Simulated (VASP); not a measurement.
Here is a VASP 6.6.1 calculation.

POSCAR

```
Si
1.0
    0.0000000000      2.7218511865      2.7218511865
    2.7218511865      0.0000000000      2.7218511865
    2.7218511865      2.7218511865      0.0000000000
Si
2
Direct
    0.5000000000      0.5000000000      0.5000000000
    0.7500000000      0.7500000000      0.7500000000
```

File INCAR.step1:

```
ALGO = Normal ; EDIFF = 1E-5
ENCUT = 600 ; GGA = PE
ISMEAR = -1 ; LASPH = T
LCHARG = F ; LREAL = F
LWAVE = T ; NELM = 80
PREC = Accurate ; SIGMA = 0.05
```

The input INCAR.step2:

```
AEXX = 0.25 ; ALGO = Normal
EDIFF = 1E-6 ; EDIFFG = -0.01
ENCUT = 600 ; GGA = PE
IBRION = 2 ; ISIF = 3
ISMEAR = -1 ; ISTART = 1
LASPH = T ; LCHARG = F
LHFCALC = T ; LREAL = F
LWAVE = F ; NELM = 80
NSW = 40 ; PREC = Accurate
PRECFOCK = Normal ; SIGMA = 0.05
```

KPOINTS

```
k-points
0
Gamma
  4 4 4
```

Potentials or basis: VASP PAW PBE potentials, release 64 (Si).

Run with:

```sh
$ cat potpaw_PBE.64/Si/POTCAR > POTCAR
$ cp INCAR.step1 INCAR
$ mpirun -np 1 vasp_std > vasp.out
$ cp INCAR.step2 INCAR
$ mpirun -np 1 vasp_std > vasp.out
```

Q: Estimate the space group after relaxing (to 0.05 Å).

A: Fd-3m (No. 227).

Q: Estimate the band gap on the k mesh.

A: 2.07 eV, indirect (least direct gap 4.09 eV).

Q: Predict the relaxed volume.

A: 20.13 Å³/atom.

Final structure:
```
CELL_PARAMETERS angstrom
0.00000 2.72014 2.72014
2.72014 0.00000 2.72014
2.72014 2.72014 0.00000
ATOMIC_POSITIONS crystal
Si 0.50000 0.50000 0.50000
Si 0.75000 0.75000 0.75000
```

Caveat: the k mesh is coarse (spacing up to 0.50 Å⁻¹), so the values aren't converged, least of all with exact exchange; the PAW data sets were made with another functional, which shifts forces and pressure a little. A k mesh can miss the band edges.
